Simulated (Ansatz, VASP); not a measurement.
Ba in VASP and in Ansatz

```xyz
1
Lattice="0.0000 3.2327 3.2327 3.2327 0.0000 3.2327 3.2327 3.2327 0.0000" Properties=species:S:1:pos:R:3 pbc="T T T"
Ba    0.0000    0.0000    0.0000
```

This isn't the form of Ba at room conditions, which is bcc.

Alike in both runs: task single point; functional PBEsol; k mesh 14 × 14 × 14; occupations gaussian, width 0.15 eV; no spin polarisation.

|  | VASP | Ansatz |
| --- | --- | --- |
| version | VASP 6.6.1 | Ansatz 0.2.0 |
| potentials or method | VASP PAW PBE potentials, release 64 (Ba_sv) | scalar-relativistic, plane waves, PAW |
| plane-wave cutoff (eV) | 520 | 420 |
| valence electrons in the cell | 10 | 10 |

|  | VASP | Ansatz | Ansatz less VASP |
| --- | --- | --- | --- |
| gap on the k mesh at the Fermi level (eV) | none | none | - |
| pressure (GPa) | -1.0 | -1.0 | -0.04 |

A gap of «none» marks a metal or a gap that the smearing closes.

Caveats: the PAW data sets were made with another functional, which shifts forces and pressure a little (VASP). Spin-orbit coupling is left out, which matters for the levels of Ba.
